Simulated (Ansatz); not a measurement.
Crystal: BaTiO3.

```xyz
10
Lattice="2.8277 -4.8977 0.0000 5.6553 0.0000 0.0000 2.8277 -1.6326 4.6355" Properties=species:S:1:pos:R:3 pbc="T T T"
Ba   10.8219   -6.0849    4.5142
Ba    6.3212   -3.3977    1.6175
Ti    8.6164   -5.4670    3.6268
Ti    2.7140   -1.6689    1.6036
O     5.6050   -2.0669    4.3690
O     2.8624   -3.1692    1.6723
O     4.0835   -3.1010    0.0907
O     4.2978   -5.1345    2.6004
O     7.1689   -2.5577    0.2453
O     6.8900   -4.9010    2.5414
```

| Property | Result |
| --- | --- |
| Program | Ansatz 0.2.0 |
| Task | relaxation of cell and atoms |
| Functional | r2SCAN |
| Dispersion | rVV10 |
| Potentials or basis | Ansatz PAW |
| Cutoff | 500 eV (not typed: the program's choice for these potentials) |
| k mesh | 6 × 6 × 6 |
| Occupations | fermi-dirac, width 0.05 eV |
| Spin | no spin polarisation |

At the start: volume 12.84 Å³/atom.

Q: Where does the relaxation end?

A: It ends after 12 steps; space group R3m (No. 160, to 0.05 Å).

The path:
| step | energy change (eV) | largest force (eV/Å) | volume (Å³) |
| --- | --- | --- | --- |
| 1 | 0.0000 | 21.0846 | 128.39 |
| 2 | -11.3690 | 11.5985 | 134.94 |
| 3 | -18.7249 | 6.3559 | 138.93 |
| 4 | -22.6776 | 3.4012 | 138.72 |
| 5 | -24.9735 | 1.6261 | 134.21 |
| 6 | -26.0327 | 0.5519 | 128.46 |
| 7 | -26.1552 | 0.1655 | 128.02 |
| 8 | -26.1753 | 0.0192 | 128.50 |
| 9 | -26.1755 | 0.0037 | 128.44 |
| 10 | -26.1755 | 0.0037 | 128.44 |
| 11 | -26.1756 | 0.0003 | 128.41 |
| 12 | -26.1755 | 0.0003 | 128.41 |

Final structure:
```yaml
crystal:
  lattice:
    - [2.82764, -4.89773, 0.00007]
    - [5.67029, 0.00866, -0.00591]
    - [2.82780, -1.63255, 4.61769]
  atoms:
    - { symbol: Ba, position: [0.00509, 0.99326, 0.99656] }
    - { symbol: Ba, position: [0.50510, 0.49326, 0.49656] }
    - { symbol: Ti, position: [0.76119, 0.72502, 0.75263] }
    - { symbol: Ti, position: [0.26119, 0.22502, 0.25263] }
    - { symbol: O, position: [0.99553, 0.51412, 0.98702] }
    - { symbol: O, position: [0.49553, 0.01412, 0.48702] }
    - { symbol: O, position: [0.50331, 0.51412, 0.98703] }
    - { symbol: O, position: [0.00331, 0.01412, 0.48703] }
    - { symbol: O, position: [0.49552, 0.01412, 0.99482] }
    - { symbol: O, position: [0.99552, 0.51412, 0.49482] }
```

Caveat: the plane-wave basis is chosen anew once the cell has moved, so the energies of steps on either side of that aren't comparable; the PAW data sets come from PBE, with cores solved anew for the run's functional, which leaves a small shift of forces and pressure.
